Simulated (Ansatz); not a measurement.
**Be, one cell by several methods**

```yaml
crystal:
  lattice:
    - [2.26478, 0.00000, 0.00000]
    - [-1.13239, 1.96136, 0.00000]
    - [0.00000, 0.00000, 3.57410]
  atoms:
    - { symbol: Be, position: [0.33333, 0.66667, 0.75000] }
    - { symbol: Be, position: [0.66667, 0.33333, 0.25000] }
```

Atoms are numbered in the order listed.

The conventional cell has a = 2.265 Å, b = 2.265 Å, c = 3.574 Å, α = 90.00°, β = 90.00°, γ = 120.00°. Around Be (atom 1) lie 12 Be at 2.21 to 2.26 Å.

Structure from Materials Project entry mp-87 (possibly hypothetical), not relaxed further.

All numbers are computed: DFT, PBEsol, PAW with Ansatz's default frozen-core files, scalar-relativistic (Ansatz 0.2.0); DFT, PBEsol, all-electron PAW with datasets made for the crystal, scalar-relativistic (Ansatz 0.2.0); DFT, PBEsol, all-electron LAPW, scalar-relativistic (Ansatz 0.2.0).

For PAW: a Γ-centred 21×21×11 k mesh, Fermi–Dirac smearing of 0.05 eV, cutoff 420 eV, no spin polarisation; the PAW files were made with PBE, and the program remakes their frozen cores for this functional. The crystal-made all-electron datasets (AE datasets) take a cutoff of 220 eV at this cell. LAPW targets a basis error of 0.5 meV/atom. The Ansatz runs share mesh, smearing and spin set-up. Plane-wave (PAW) pressures include the program's estimate of the Pulay term.

Stress and pressure are positive in compression.

Levels count from the Fermi level.

```
                      quantity     PAW  AE datasets    LAPW
                pressure (GPa)       ?        -1.68   -1.68
               stress xx (GPa)       ?        -1.58   -1.58
               stress zz (GPa)       ?        -1.90   -1.90
highest filled level at H (eV)  -1.162       -1.162  -1.162
  lowest empty level at H (eV)   0.305        0.305   0.305
highest filled level at L (eV)  -3.663       -3.663  -3.663
  lowest empty level at L (eV)   1.530        1.531   1.530
highest filled level at Γ (eV)  -4.502       -4.502  -4.502
  lowest empty level at Γ (eV)   1.030        1.030   1.030
```

Q: Give the missing entry: row "stress zz (GPa)", column "PAW".

A: -1.80.

Q: What belongs in the row "stress xx (GPa)", column "PAW"?

A: -1.48.

Q: Give the missing entry: row "pressure (GPa)", column "PAW".

A: -1.59.
